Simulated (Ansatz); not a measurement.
A run of Ansatz 0.2.0:

File input.yaml:

```yaml
crystal:
  lattice:
    - [0.0, 2.256, 2.256]
    - [2.256, 0.0, 2.256]
    - [2.256, 2.256, 0.0]
  atoms:
    - { symbol: Hf, position: [0.0, 0.0, 0.0] }
    - { symbol: "N", position: [0.5, 0.5, 0.5] }
kpoints:
  mp_grid: { grid: [5, 5, 5] }
scf:
  occupations: { method: fermi_dirac, width: 0.03 }
hamiltonian:
  xc: pbe
  pseudopotentials: { kind: all_electron, lapw: { basis_error: 0.004 } }
output:
  forces: true
  stress: true
  eigenvalues: true
```

Potentials or basis: all-electron LAPW, scalar-relativistic.

Run with:

```console
$ ansatz run input.yaml --threads 1 --pin off --max-ram 3072MiB --backend cpu --events-out ev --progress --plain --runs-dir out
```

Hardware: 1 thread of Arm Neoverse V2, with other jobs on the host.

Question: Estimate the wall time of this run.

Answer: Wall time 3 s on 1 thread of Arm Neoverse V2, on a shared host, peak memory 0.23 GiB. Counts: scf iterations 8, plane waves 259, k points 10, bands 30.
